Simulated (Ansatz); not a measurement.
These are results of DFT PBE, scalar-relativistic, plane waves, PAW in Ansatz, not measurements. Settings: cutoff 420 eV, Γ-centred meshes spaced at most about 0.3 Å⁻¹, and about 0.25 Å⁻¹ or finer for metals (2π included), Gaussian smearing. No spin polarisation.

Each guess is relaxed in cell and atoms at zero pressure, on a coarse mesh first where it starts far from rest and then on a converged one. The steps can't lower the symmetry of the start, but it can rise. Energies are static (0 K, no zero-point motion).

Two unrelaxed guesses for Mo2H5:

Guess 1.

```cif
data_structure
_symmetry_space_group_name_H-M 'F-43m'
_symmetry_Int_Tables_number 216
_cell_length_a 6.5560
_cell_length_b 6.5560
_cell_length_c 6.5560
_cell_angle_alpha 90.000
_cell_angle_beta 90.000
_cell_angle_gamma 90.000
_cell_volume 281.78
loop_
_atom_site_label
_atom_site_type_symbol
_atom_site_symmetry_multiplicity
_atom_site_Wyckoff_symbol
_atom_site_fract_x
_atom_site_fract_y
_atom_site_fract_z
_atom_site_occupancy
H1 H 16 e 0.18997 0.31003 0.18997 1
H2 H 4 b 0.50000 0.00000 0.00000 1
Mo1 Mo 4 a 0.00000 0.00000 0.00000 1
Mo2 Mo 4 d 0.25000 0.25000 0.75000 1
```

Guess 2.

```cif
data_structure
_symmetry_space_group_name_H-M 'P4mm'
_symmetry_Int_Tables_number 99
_cell_length_a 4.0011
_cell_length_b 4.0011
_cell_length_c 4.6032
_cell_angle_alpha 90.000
_cell_angle_beta 90.000
_cell_angle_gamma 90.000
_cell_volume 73.69
loop_
_atom_site_label
_atom_site_type_symbol
_atom_site_symmetry_multiplicity
_atom_site_Wyckoff_symbol
_atom_site_fract_x
_atom_site_fract_y
_atom_site_fract_z
_atom_site_occupancy
H1 H 1 a 0.00000 0.00000 0.11117 1
H2 H 1 a 0.00000 0.00000 0.44072 1
H3 H 1 a 0.00000 0.00000 0.85048 1
H4 H 2 c 0.00000 0.50000 0.93454 1
Mo1 Mo 2 c 0.00000 0.50000 0.30540 1
```

**Question.** Do they relax into the same structure? If not, which is lower?

**Answer.** No. Guess 2 ends lower, by 0.30 eV/atom. Guess 1: F-43m at 10.1 Å³/atom → F-43m at 7.1 Å³/atom; Guess 2: P4mm at 10.5 Å³/atom → P4mm at 15.2 Å³/atom. Counting H atoms around Mo (those within 1.25 times the shortest such distance or 1.15 times the sum of covalent radii, 1.27 where that leaves under three; a plus sign parts nearer from farther groups; a slash parts the counts of unlike sites), the end of guess 1 has Mo 16/12+6 and the end of guess 2 has Mo 1+2. The end of guess 2 holds H–H pairs as short as in free H₂ molecules (shortest 0.75 Å); in the end of guess 1 the shortest H–H distance is 1.29 Å. End of guess 1. Conventional cell: a = 5.823 Å. H on a site of symmetry 3m has 1 H at 1.29 Å, 3 H at 2.01 Å, 3 H at 2.11 Å and 6 Mo at 2.41–2.42 Å; H on a site of symmetry -43m is surrounded by 4 H at 1.29 Å and 4 Mo at 2.52 Å; around Mo on its first site lie 12 H at 2.41 Å, 4 Mo at 2.52 Å and 6 H at 2.91 Å; 1 more site not described. End of guess 2. Conventional cell: a = 3.619 Å, c = 8.122 Å. Around H on a site of symmetry 4mm lies 1 H at 0.75 Å; H on a second site of symmetry 4mm has 4 Mo at 1.99 Å and 4 H at 1.99 Å; Mo is surrounded by 1 H at 1.66 Å, 2 H at 1.99 Å and 4 Mo at 2.56 Å; 2 more sites not described.

Ends held by symmetry can be saddle points. Even the lowest of the cells shown lies +0.59 eV/atom against the elements. No dispersion correction is applied, so the spacing and binding between layers, chains or molecules are poorly described (P4mm), and this can change margins and order among such cells. With hydrogen, zero-point motion can shift such differences by 10 meV/atom or more. Some structure types and database cells were kept out of the candidates from the start, so a known form may be missing.
